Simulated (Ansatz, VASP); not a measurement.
**Two plane-wave programs on Si2Ni**

```
Ni Si
1.0
     0.00000    2.70300    2.70300
     2.70300    0.00000    2.70300
     2.70300    2.70300    0.00000
Ni Si
1 2
Direct
  0.00493 0.00989 0.99540
  0.75332 0.75088 0.76642
  0.24470 0.25296 0.25518
```

Change from the starting cell: atoms moved at random, drawn with an rms of 0.05 Å.

Alike in both runs: task single point; functional PBEsol; k mesh 9 × 9 × 9; occupations fermi-dirac, width 0.05 eV; collinear spin, ferromagnetic start.

```csv
,VASP,Ansatz
version,VASP 6.6.1,Ansatz 0.2.0
potentials or method,"VASP PAW PBE potentials, release 64 (Ni, Si)",Ansatz PAW
plane-wave cutoff (eV),520,420
valence electrons in the cell,18,26
```

```tsv
	VASP	Ansatz	Ansatz less VASP
gap on the k mesh at the Fermi level (eV)	none	none	-
pressure (GPa)	-0.6	-0.7	-0.14
largest component of the traceless stress (GPa)	1.44	1.45	+0.006
rms of the force components (eV/Å)	0.240	0.239	-0.0013
net moment per atom (μB)	0.00	0.00	0.000
```

Atom by atom the forces differ by 0.001 eV/Å (rms over components). A gap of «none» marks a metal or a gap that the smearing closes. The two sets of potentials don't hold the same shells in valence.

Caveats: the PAW data sets were made with another functional, which shifts forces and pressure a little (VASP); the PAW data sets come from PBE, with cores solved anew for the run's functional, which leaves a small shift of forces and pressure (Ansatz); the starting moments weren't kept (Ansatz).
